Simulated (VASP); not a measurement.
A run of VASP 6.6.1 is set up as follows.

File INCAR:

```
PREC = Accurate
ENCUT = 520
EDIFF = 1E-7
ISMEAR = -1
SIGMA = 0.05
LREAL = F
LASPH = T
NELM = 60
ALGO = Normal
ISIF = 2
LWAVE = F
LCHARG = T
GGA = PS
LELF = T
LVHAR = T
NBANDS = 11
```

File KPOINTS:

```
Automatic mesh
0
Gamma
  8 8 8
```

The input POSCAR:

```
Si
1.0
    0.0000000000      2.7218511865      2.7218511865
    2.7218511865      0.0000000000      2.7218511865
    2.7218511865      2.7218511865      0.0000000000
Si
2
Direct
    0.5093070000      0.4893590000      0.5031720000
    0.7438730000      0.7519100000      0.7438630000
```

Potentials or basis: VASP PAW PBE potentials, release 64 (Si).

Run with:

```console
$ cat potpaw_PBE.64/Si/POTCAR > POTCAR
$ mpirun -np 1 vasp_std > vasp.out
```

Estimate the band gap on the k mesh.

0.11 eV, indirect (least direct gap 1.99 eV).

What does it give for the pressure?

-0.3 GPa.

Forces on the atoms (eV/Å):
```
Si   0.097 -0.876 -0.082
Si  -0.097  0.876  0.082
```

Caveat: the PAW data sets were made with another functional, which shifts forces and pressure a little. A k mesh can miss the band edges.
